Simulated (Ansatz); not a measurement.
# Hg: the cost of one run

Program: Ansatz 0.2.0. Level of theory: DFT PBE, scalar-relativistic, plane waves, PAW. These are calculated values, not measurements.

## Step 1: The structure to begin with

The structure is triclinic, space group P-1 (No. 2). The conventional cell has a = 3.413 Å, b = 3.469 Å, c = 30.748 Å, α = 90.00°, β = 90.00°, γ = 119.34°. Hg (site symmetry 1) has 9 Hg at 3.31 to 3.48 Å as nearest neighbours. Hg (site symmetry 1) has 12 Hg at 3.31 to 3.48 Å as nearest neighbours.

Structure file:

```
Hg
1.0
     3.41330    0.00000    0.00000
     1.69985    3.02413    0.00000
     0.00000    0.00000   30.74782
Hg
6
Cartesian
  2.5568 0.5920 8.5000
  2.5564 2.4321 11.2496
  2.5568 0.5920 13.9991
  2.5564 2.4321 16.7487
  2.5568 0.5920 19.4983
  2.5564 2.4321 22.2478
```

Slab cut from the bulk at the bulk's listed lattice constants, lower half held.

## Step 2: Relaxing the atoms

input.yaml

```yaml
crystal:
  lattice:
    - [3.41330303, 0.0, 0.0]
    - [1.6998548, 3.02412566, 0.0]
    - [0.0, 0.0, 30.7478178844]
  atoms:
    - { symbol: Hg, position: [0.65155969, 0.19577184, 0.2764423814] }
    - { symbol: Hg, position: [0.34844031, 0.80422816, 0.3658654289] }
    - { symbol: Hg, position: [0.65155969, 0.19577184, 0.4552884763] }
    - { symbol: Hg, position: [0.34844031, 0.80422816, 0.5447115237] }
    - { symbol: Hg, position: [0.65155969, 0.19577184, 0.6341345711] }
    - { symbol: Hg, position: [0.34844031, 0.80422816, 0.7235576186] }
basis:
  ecutwfc: 420
  fft_grid_basis: typed
kpoints:
  mp_grid: { grid: [9, 9, 1] }
hamiltonian:
  xc: pbe
scf:
  occupations: { method: gaussian, width: 0.1 }
output:
  forces: true
  eigenvalues: true
efield:
  axis: 3
  dipole_correction: true
  ramp_width: 0.04
relax:
  adjacent_minimum: "off"
  f_tol: 0.04
  max_steps: 40
  constraints: [{ sites: [0, 1, 2] }]
```

On the command line:

```
$ ansatz run input.yaml --threads 1 --pin off --max-ram 2211MiB --backend cpu --events-out ev --progress --plain --runs-dir out
```

**Question.** How long does this run take on 1 thread of Arm Neoverse V2, shared host, and how much memory does it need?

About 5.6 min, with a peak of 0.88 GiB.
